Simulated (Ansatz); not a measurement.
Runs of Ansatz 0.2.0 on ZnS. The structure is cubic, space group F-43m (No. 216). Conventional cell: a = 5.404 Å, b = 5.404 Å, c = 5.404 Å, α = 90.00°, β = 90.00°, γ = 90.00°. Around Zn (site symmetry -43m) lie 4 S at 2.34 Å. Around S (site symmetry -43m) lie 4 Zn at 2.34 Å. 

| task | level | potentials or basis | cell | k mesh | cutoff (eV) | smearing | basis error allowed | mesh quality | gap on the mesh (eV) | pressure (GPa) | relaxed volume (Å³/atom) |
| --- | --- | --- | --- | --- | --- | --- | --- | --- | --- | --- | --- |
| band structure | PBEsol | all-electron LAPW, scalar-relativistic | as given | 9 × 9 × 9 | 281 | fermi-dirac 0.05 eV | 0.001 eV/atom | not flagged | 1.98 | -2.0 | - |
| relaxation of cell and atoms | BLYP+D4 | all-electron LAPW, scalar-relativistic | relaxed | 9 × 9 × 9 | - | fermi-dirac 0.05 eV | 0.001 eV/atom | not flagged | 2.09 | 0.0 | 19.73 |
| relaxation of cell and atoms | PBE | all-electron LAPW, scalar-relativistic | relaxed | 9 × 9 × 9 | - | fermi-dirac 0.05 eV | 0.001 eV/atom | not flagged | 2.02 | 0.0 | 20.16 |
| single point | PBE | all-electron LAPW, scalar-relativistic | as given | 4 × 4 × 4 | 244 | fermi-dirac 0.02 eV | 0.003 eV/atom | coarse | 2.10 | 1.9 | - |
| single point | HSE06 | all-electron PAW datasets made for the crystal | as given | 6 × 6 × 6 | 310 | fermi-dirac 0.05 eV | - | not flagged | 3.34 | - | - |
| band structure | BLYP | all-electron LAPW, scalar-relativistic | as given | 9 × 9 × 9 | 281 | fermi-dirac 0.05 eV | 0.001 eV/atom | not flagged | 2.09 | 5.4 | - |
| relaxation of cell and atoms | revPBE | all-electron LAPW, scalar-relativistic | relaxed | 9 × 9 × 9 | - | fermi-dirac 0.05 eV | 0.001 eV/atom | not flagged | (b) | 0.0 | 20.72 |
| single point | PBE | all-electron LAPW, scalar-relativistic | as given | 5 × 5 × 5 | 244 | fermi-dirac 0.04 eV | 0.003 eV/atom | not flagged | (a) | 1.7 | - |
| relaxation of cell and atoms | RPBE+D4 | all-electron LAPW, scalar-relativistic | relaxed | 9 × 9 × 9 | - | fermi-dirac 0.05 eV | 0.001 eV/atom | not flagged | 2.39 | 0.0 | 19.26 |
| relaxation of cell and atoms | revPBE+D3(BJ) | all-electron LAPW, scalar-relativistic | relaxed | 9 × 9 × 9 | - | fermi-dirac 0.05 eV | 0.001 eV/atom | not flagged | 2.37 | 0.0 | 19.15 |
| band structure | LDA | all-electron LAPW, scalar-relativistic | as given | 9 × 9 × 9 | 281 | fermi-dirac 0.05 eV | 0.001 eV/atom | not flagged | 1.86 | -4.5 | - |

Alike in all rows: no spin polarisation.

Estimate the missing entries.

(a) 2.11; (b) 2.03.

Caveats: some runs use coarse meshes; an odd mesh through Γ misses points on the zone boundary, where band edges often lie (some runs).

Not every run made on this cell is shown here.
